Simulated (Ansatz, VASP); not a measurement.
**AgCl: VASP beside Ansatz**

Contents of INCAR:

```
ALGO = Normal
EDIFF = 1E-6
ENCUT = 520
GGA = PS
ISIF = 2
ISMEAR = 0
LASPH = True
LCHARG = True
LELF = True
LREAL = False
LVHAR = True
LWAVE = False
NBANDS = 16
NELM = 80
PREC = Accurate
SIGMA = 0.05
```

File KPOINTS:

```
k-points
0
Gamma
  12 12 12
```

File POSCAR:

```
AgCl
1.0
    3.8546984117      0.0000000000      0.0000000000
    0.0000000000      3.8546984117      0.0000000000
    0.0000000000      0.0000000000      2.7252717770
Ag Cl
1 1
Direct
    0.0000000000      0.0000000000      0.0000000000
    0.5000000000      0.5000000000      0.5000000000
```

Input for Ansatz:

```yaml
crystal:
  lattice:
    - [3.8546984117, 0.0, 0.0]
    - [0.0, 3.8546984117, 0.0]
    - [0.0, 0.0, 2.725271777]
  atoms:
    - { symbol: Ag, position: [0.0, 0.0, 0.0] }
    - { symbol: Cl, position: [0.5, 0.5, 0.5] }
basis:
  ecutwfc: 420
kpoints:
  mp_grid: { grid: [12, 12, 12] }
hamiltonian:
  xc: pbesol
scf:
  occupations: { method: gaussian, width: 0.05 }
output:
  forces: true
  stress: true
  eigenvalues: true
```

Alike in both runs: task single point; functional PBEsol; k mesh 12 × 12 × 12; occupations gaussian, width 0.05 eV; no spin polarisation.

```csv
,VASP,Ansatz
version,VASP 6.6.1,Ansatz 0.2.0
potentials or method,"VASP PAW PBE potentials, release 64 (Ag, Cl)","scalar-relativistic, plane waves, PAW"
plane-wave cutoff (eV),520,420
valence electrons in the cell,18,26
```

```tsv
	VASP	Ansatz	Ansatz less VASP
gap on the k mesh at the Fermi level (eV)	none	none	-
pressure (GPa)	-0.7	-0.6	+0.10
largest component of the traceless stress (GPa)	15.24	15.19	-0.048
```

A gap of «none» marks a metal or a gap that the smearing closes. The functional is the same, so the differences come from potentials, cutoffs and numerics. The two sets of potentials don't hold the same shells in valence.

Caveats: the PAW data sets were made with another functional, which shifts forces and pressure a little (VASP).
